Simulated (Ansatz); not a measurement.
# CuO (Tenorite) (C2/c) in Ansatz: settings compared

The runs below take CuO (Tenorite) through single point, relaxation of cell and atoms, with RPBE, LDA.

All numbers are computed with Ansatz 0.2.0; they aren't measurements. Logs are shortened: lines on timing, memory, paths and dates and some standing lists are left out, and cuts for length are marked.

### 1 Starting point

It takes space group C2/c (No. 15, monoclinic). Conventional cell: a = 4.684 Å, b = 3.423 Å, c = 5.129 Å, α = 90.00°, β = 99.54°, γ = 90.00°. Cu (site symmetry -1) has 4 O at 1.95 to 1.96 Å as nearest neighbours. Around O (site symmetry 2) lie 4 Cu at 1.95 to 1.96 Å.

### 2 Single point, RPBE

Input file input.yaml:

```yaml
crystal:
  lattice:
    - [2.34185, -1.7113, 0.0]
    - [2.34185, 1.7113, 0.0]
    - [-0.8500274268, 0.0, 5.0578693947]
  atoms:
    - { symbol: Cu, position: [0.5, 0.0, 0.5] }
    - { symbol: Cu, position: [0.0, 0.5, 0.0] }
    - { symbol: O, position: [0.4184, 0.5816, 0.75] }
    - { symbol: O, position: [0.5816, 0.4184, 0.25] }
hamiltonian:
  xc: rpbe
  pseudopotentials: { kind: paw }
kpoints:
  mp_grid: { grid: [10, 10, 5] }
scf:
  occupations: { method: gaussian, width: 0.1 }
output:
  forces: true
  stress: true
  eigenvalues: true
```

Potentials or basis: Ansatz PAW.

Launch:

```sh
$ ansatz run input.yaml --threads 2 --pin off --max-ram 5632MiB --backend cpu --events-out ev --progress --plain --runs-dir out
```

Standard output:

```text
Warning: RAYON_NUM_THREADS=2 ignored (pool sized by the plan → 2); use --threads N
Engine: ansatz 0.2.0, x86_64-unknown-linux-gnu
Pseudopotentials: kind: paw
Pseudopotential: Cu, paw, valence charge 19, recommended cutoff 420 eV (normal), Cu.paw.azcp
Pseudopotential: O, paw, valence charge 6, recommended cutoff 420 eV (normal), O.paw.azcp
Functional definition: RPBE
  parameter kappa = 0.804
  parameter beta = 0.06672455060314922
  exchange = rpbe_x(kappa = kappa, mu = beta*pi^2/3)
  correlation = pbe_c(beta = beta)
Crystal: 4 atoms, lattice volume = 40.540 Å³
Basis set: ecut = 420 eV, 787 PW (Γ), exchange–correlation on 40×40×72 points (8 copies of the dense FFT grid, shifted against one another)
Bands: 30, of which v1, the nominal top of the filled ones, is band 25 counted from 1 (24 counted from 0)
Symmetry: 4 space group operations
Space group: C2/c (ITA 15), of the structure as read, at distance tolerance 3.4e-5 Å
k-points: 141 of 500
Non-local potential: Cu, projectors of the file, l = 0: 3, l = 1: 2, l = 2: 3, l = 3: 1
Non-local potential: O, projectors of the file, l = 0: 2, l = 1: 2, l = 2: 1
PAW form: soft (Blöchl's): semilocal exchange-correlation on the pseudo side does not see the compensation charge
PAW frozen core: Cu, regenerated for the run's functional, and the local potential with it (the file was generated under x = pbe(κ = 0.804, μ = 0.2195149727645171), c = pbe(β = 0.06672455060314922))
PAW frozen core: O, regenerated for the run's functional, and the local potential with it (the file was generated under x = pbe(κ = 0.804, μ = 0.2195149727645171), c = pbe(β = 0.06672455060314922))
PAW one-centre angular grid: Cu, 590 points (default); XC on 64 Gauss nodes
PAW one-centre angular grid: O, 110 points (default); XC on 64 Gauss nodes
Initial density: superposition of atomic densities (neutral atoms: chi_scale 0, normalization atom), corrected by the library's trained network
Initial wavefunctions: pseudopotential atomic-orbital guess
Functional: x = rpbe, c = pbe(β = 0.06672455060314922)
SCF iter   1: F=—  HF=-14396.156988 eV  |F-HF|=—  |Δ(HF+E_count)|=         —  Δρ=9.09e-3  dr2=1.55e-2  ethr=1.77e-3  ⟨swp⟩=5.1  Hψ=14462  notcnv=0
preconditioner: auto → Kerker (q_TF=auto, 2.825 Å⁻¹)  [metal: Δε(μ)=0.014 eV  Ē_g=11.349 eV  σ=0.100 eV  W_gap=0.08  n_scr=20 (ndim 8)  ℏωp=34.0 eV  f_vac=0.000  D(μ)=2.43/eV (n_scr^D=26)]
SCF iter   2: F=—  HF=-14396.153668 eV  |F-HF|=—  |Δ(HF+E_count)|=   3.32e-3  Δρ=2.97e-3  dr2=2.06e-3  ethr=3.10e-5  ⟨swp⟩=2.0  Hψ=7500  notcnv=0
SCF iter   3: F=—  HF=-14396.153361 eV  |F-HF|=—  |Δ(HF+E_count)|=   3.07e-4  Δρ=1.68e-3  dr2=8.65e-4  ethr=4.12e-6  ⟨swp⟩=1.0  Hψ=4180  notcnv=0
SCF iter   4: F=—  HF=-14396.153210 eV  |F-HF|=—  |Δ(HF+E_count)|=   1.52e-4  Δρ=4.14e-4  dr2=7.79e-5  ethr=1.73e-6  ⟨swp⟩=2.2  Hψ=6569  notcnv=0
SCF iter   5: F=—  HF=-14396.153245 eV  |F-HF|=—  |Δ(HF+E_count)|=   3.51e-5  Δρ=1.51e-4  dr2=8.49e-6  ethr=1.56e-7  ⟨swp⟩=2.2  Hψ=6364  notcnv=0
SCF iter   6: F=—  HF=-14396.153249 eV  |F-HF|=—  |Δ(HF+E_count)|=   4.23e-6  Δρ=2.89e-5  dr2=2.60e-7  ethr=1.70e-8  ⟨swp⟩=2.0  Hψ=6479  notcnv=0
SCF iter   7: F=—  HF=-14396.153250 eV  |F-HF|=—  |Δ(HF+E_count)|=   3.94e-7  Δρ=1.82e-5  dr2=1.26e-7  ethr=2.00e-10  ⟨swp⟩=5.7  Hψ=17756  notcnv=0
SCF iter   8: F=-14396.153250 eV  HF=-14396.153250 eV  |F-HF|=9.65e-9  |Δ(HF+E_count)|=   5.77e-8  Δρ=4.96e-6  dr2=9.70e-9  ethr=2.00e-10  ⟨swp⟩=4.8  Hψ=16057  notcnv=0
SCF 1 converged in 8 iterations: F = -14396.153250 eV  dr2 = 9.70e-9
SCF converged after 8 iterations
Free energy (F): -14396.153250 eV
Harris-Foulkes:  -14396.153250 eV  (|F-HF|=9.65e-9)
Internal energy: -14396.141013 eV  (E = F + TS)
E sigma→0 (E₀):  -14396.147132 eV
Entropy (-TS):   -0.012236 eV (-3.059 meV/atom)
Fermi energy:    12.426625 eV
--- Per-component energies (eV) ---
  E_band       = -847.399060
  E_kinetic    = 943.831100
  E_local      = -9666.077206  (includes V_loc(G=0)·N_el)
  E_nonlocal   = 877.725364
  E_hartree    = 4191.651910
  E_xc         = -324.819766
  E_vxc        = -416.084389  (∫ρ·V_xc dr)
  E_paw        = -3654.003728  (= ΣΔE_a)
  E_vpaw       = -970.094365  (= ΣTr[D̂ρ^β])
  E_aug_tail   = 0.005571  (compensation charges beyond the density's cutoff)
  E_ewald      = -6764.327933
  E_core_change = -0.126325  (= ΣΔE_core)
  E_smearing   = -0.012236  (= −TS)
  E_closure    = -0.000000  (closes the sum)
  Σ components = -14396.153250   (vs F -14396.153250, Δ=0.00e0)
--- Forces (eV/Å), atoms counted from 1 ---
  atom   1  Cu    -0.00000000     0.00000000     0.00000000
  atom   2  Cu     0.00000000     0.00000000     0.00000000
  atom   3  O     -0.00000000    -0.19126678    -0.00000000
  atom   4  O      0.00000000     0.19126678     0.00000000
  max |Σ_I F_I| component: 2.78e-17 eV/Å
--- Stress (GPa, compression-positive) ---
       11.294707      -0.000000      -1.628004
       -0.000000      11.635097       0.000000
       -1.627989       0.000000      10.976178
  P = ⅓ Tr σ = 11.3020 GPa (113.020 kbar)
--- Band table (eV; the first three rows and the last of 141) ---
  k-point 0: bands = ["-100.3056", "-100.3050", "-57.7629", "-57.7627", "-57.7331", "-57.7246", "-57.3182", "-57.3177", "-7.6514", "-6.3369", "4.2397", "6.8367", "7.2329", "9.1168", "9.2683", "9.2804", "9.3588", "9.4482", "9.7135", "9.8084", "10.0419", "10.2063", "10.2663", "10.7622", "12.6268", "13.3664", "14.1510", "18.4918", "20.6216", "25.8526"]
  k-point 1: bands = ["-100.3056", "-100.3051", "-57.7629", "-57.7627", "-57.7323", "-57.7255", "-57.3182", "-57.3177", "-7.5451", "-6.4872", "4.6172", "6.9177", "7.2624", "8.4937", "8.7628", "8.8178", "9.4704", "9.6502", "9.9064", "9.9205", "10.1392", "10.3253", "10.5067", "10.6581", "12.5958", "13.2115", "14.6850", "17.9271", "21.4649", "25.8913"]
  k-point 2: bands = ["-100.3054", "-100.3052", "-57.7628", "-57.7627", "-57.7302", "-57.7276", "-57.3180", "-57.3179", "-7.2510", "-6.8504", "5.6378", "7.0194", "7.1232", "7.3143", "8.3853", "8.4424", "9.6277", "9.7175", "9.9855", "10.0524", "10.1134", "10.3276", "10.7737", "10.8860", "12.5700", "12.8425", "15.7935", "16.9276", "23.1794", "25.1274"]
  k-point 140: bands = ["-100.3040", "-100.3039", "-57.7760", "-57.7747", "-57.7294", "-57.7276", "-57.3267", "-57.3258", "-6.2717", "-6.1613", "5.5636", "6.0688", "6.7551", "6.8397", "7.2127", "7.6000", "9.5833", "9.8716", "10.1587", "10.1781", "10.6808", "10.6919", "11.0778", "11.1710", "11.7400", "12.3881", "17.1097", "18.2826", "21.1464", "21.8401"]
```

It took 8.8 s on 2 threads of Intel Xeon at 2.50GHz (Skylake/Cascade Lake), shared host; peak memory 0.44 GiB.

What came out:

```
Free energy            : -14396.1532 eV
Pressure               : 11.3 GPa
Largest force          : 0.191 eV/Å
Band gap on the k mesh : none (metal or under the smearing width)
```

Forces in eV/Å, atoms in the order of the input:
```
Cu   0.000  0.000  0.000
Cu   0.000  0.000  0.000
O    0.000 -0.191  0.000
O    0.000  0.191  0.000
```

Stress tensor (GPa, compression positive):
```
11.29  0.00 -1.63
 0.00 11.64  0.00
-1.63  0.00 10.98
```

Levels at points of the mesh, in eV from the Fermi level:
```
             k point  band 22  band 23  band 24  band 25  band 26  band 27  band 28  band 29
  (0.00, 0.00, 0.00)    -2.22    -2.16    -1.66     0.20     0.94     1.72     6.07     8.19
 (0.00, -0.50, 0.00)    -1.61    -1.53    -1.42     0.01     0.25     4.91     6.34     6.98
(-0.50, -0.50, 0.00)    -2.12    -1.66    -1.22    -0.67     1.07     3.38     7.16     8.54
```

Caveat: the pressure holds a Pulay correction of +0.7 GPa for the finite cutoff; the run has no spin polarisation, though such a crystal can be magnetic; semilocal functionals often make such compounds metallic where correlation or magnetic order opens a gap, which also shifts bond lengths; the PAW data sets come from PBE, with cores solved anew for the run's functional, which leaves a small shift of forces and pressure. With open d or f shells a metallic result of RPBE can be an artefact of self-interaction; +U or a hybrid may open a gap.

### 3 Relaxation of cell and atoms, LDA

input.yaml, as its differences from that of step 2:

```diff
@@ -11,3 +11,3 @@
 hamiltonian:
-  xc: rpbe
+  xc: lda
   pseudopotentials: { kind: paw }
@@ -20,2 +20,5 @@
   stress: true
-  eigenvalues: true
+relax:
+  f_tol: 0.01
+  max_steps: 40
+  cell: { stress_tol: 0.05 }
```

Potentials or basis: Ansatz PAW.

Launch:

```sh
$ ansatz run input.yaml --threads 2 --pin off --max-ram 5632MiB --backend cpu --events-out ev --progress --plain --runs-dir out
```

Run time: 2.1 min. Hardware: 2 threads of Intel Xeon at 2.50GHz (Skylake/Cascade Lake), shared host; peak memory 0.45 GiB.

The run converged. Its results:

- Free energy: -14219.3420 eV
- Relaxed volume: 10.27 Å³/atom
- Relaxed cell: a = 2.854 Å, b = 2.854 Å, c = 5.042 Å, α = 90.02°, β = 90.02°, γ = 89.73°
- Space group after relaxing (to 0.05 Å): P4_2/mmc (No. 131)
- Energy gained by relaxing: 51.4 meV/atom
- Ionic steps: 20
- Pressure after relaxing: 0.0 GPa

The path:
```
step  energy change (eV)  largest force (eV/Å)  volume (Å³)
   1              0.0000                0.4730        40.54
   2             -0.0647                0.3613        39.78
   3             -0.1219                0.0541        39.03
   4             -0.1379                0.0369        39.55
   5             -0.1477                0.0565        40.74
   6             -0.1537                0.0006        40.38
   7             -0.1537                0.0006        40.39
   8             -0.1772                0.0015        40.39
   9             -0.1893                0.0057        40.72
  10             -0.1899                0.0002        40.92
  11             -0.1902                0.0002        40.88
  12             -0.1999                0.0014        40.88
  13             -0.2024                0.0014        41.01
  14             -0.2023                0.0008        41.04
  15             -0.2046                0.0003        41.04
  16             -0.2051                0.0003        41.05
  17             -0.2051                0.0001        41.06
  18             -0.2053                0.0000        41.06
  19             -0.2053                0.0005        41.06
  20             -0.2055                0.0005        41.06
```

Final structure:
```
Cu O
1.0
     2.01661   -2.01333    0.15692
     2.01661    2.01333    0.15692
    -0.39307    0.00000    5.02620
Cu O
2 2
Direct
  0.50000 0.00000 0.50000
  0.00000 0.50000 0.00000
  0.49991 0.50009 0.75000
  0.50009 0.49991 0.25000
```

Caveat: the plane-wave basis is chosen anew once the cell has moved, so the energies of steps on either side of that aren't comparable; the pressure holds a Pulay correction of +0.9 GPa for the finite cutoff; the run has no spin polarisation, though such a crystal can be magnetic; the PAW data sets come from PBE, with cores solved anew for the run's functional, which leaves a small shift of forces and pressure.
